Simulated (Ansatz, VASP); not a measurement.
**Two plane-wave programs on TiO2**

```
Ti O
1.0
     4.59984    0.00000    0.00000
     0.00000    4.59984    0.00000
     0.00000    0.00000    2.95921
Ti O
2 4
Direct
  0.00000 0.00000 0.50000
  0.50000 0.50000 0.00000
  0.30432 0.30432 0.50000
  0.19568 0.80432 0.00000
  0.80432 0.19568 0.00000
  0.69568 0.69568 0.50000
```

The cell is a database's computed one.

Alike in both runs: task relaxation of cell and atoms; functional revPBE; dispersion D4; k mesh 6 × 6 × 9; occupations fermi-dirac, width 0.05 eV; no spin polarisation.

```csv
,VASP,Ansatz
version,VASP 6.6.1,Ansatz 0.2.0
potentials or method,"VASP PAW PBE potentials, release 64 (Ti_sv, O)",Ansatz PAW
plane-wave cutoff (eV),600,420
valence electrons in the cell,48,48
```

Ansatz gave:

- gap on the k mesh at the Fermi level, each at its own relaxed structure (eV): 1.90
- relaxed volume (Å³/atom): 10.38
- relaxed cell length with the largest relative difference (Å): 2.953

Problem. Which values does VASP return?

Solution. gap on the k mesh at the Fermi level, each at its own relaxed structure (eV): 1.87; relaxed volume (Å³/atom): 10.39; relaxed cell length with the largest relative difference (Å): 2.955.

Caveats: the PAW data sets were made with another functional, which shifts forces and pressure a little (VASP); an odd mesh through Γ misses points on the zone boundary, where band edges often lie (VASP); odd divisions of the mesh miss points on the zone boundary, where band edges often lie, so the gap on the mesh can be too wide (Ansatz); the plane-wave basis is chosen anew once the cell has moved, so the energies of steps on either side of that aren't comparable (Ansatz); the pressure holds a Pulay correction of +0.7 GPa for the finite cutoff (Ansatz); the PAW data sets come from PBE, with cores solved anew for the run's functional, which leaves a small shift of forces and pressure (Ansatz).
